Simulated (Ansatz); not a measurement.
# Ga4AsP3: rattling a relaxed structure

The structure comes from a generated guess, relaxed at this level; another structure or a mixture of phases may lie lower.

Theory: DFT PBE, scalar-relativistic, plane waves, PAW (Ansatz). Plane waves to 420 eV, a k mesh through Γ of 8×8×4 on the computed 8-atom cell and Gaussian smearing (0.02 eV); no spin polarisation.

The cell below (8 atoms, space group P-4m2 (No. 115)) is relaxed within its symmetry.

```xyz
8
Lattice="3.9347 0.0000 0.0000 0.0000 3.9347 0.0000 0.0000 0.0000 11.1296" Properties=species:S:1:pos:R:3 pbc="T T T"
Ga    1.9673    0.0000    7.0343
Ga    0.0000    1.9673    9.7655
Ga    1.9673    0.0000    1.3641
Ga    0.0000    1.9673    4.0953
P     0.0000    0.0000    0.0000
P     1.9673    1.9673    2.7306
P     1.9673    1.9673    8.3990
As    0.0000    0.0000    5.5648
```

For the test it was strained at random (σ = 1.5 % a component), the atoms were moved at random (σ = 0.10 Å), and all was relaxed again on a coarse 4×4×2 mesh (in the run’s order of axes) with 0.10 eV smearing, with no symmetry imposed.

Q: Is the structure stable against such a distortion?

A: It returns, within 1 meV/atom of the unmoved cell on that mesh and with the same symmetry when read at 0.1 Å. So it is stable against the distortions that fit this cell and that this random move excites. Modes that don't fit the cell aren't tested.
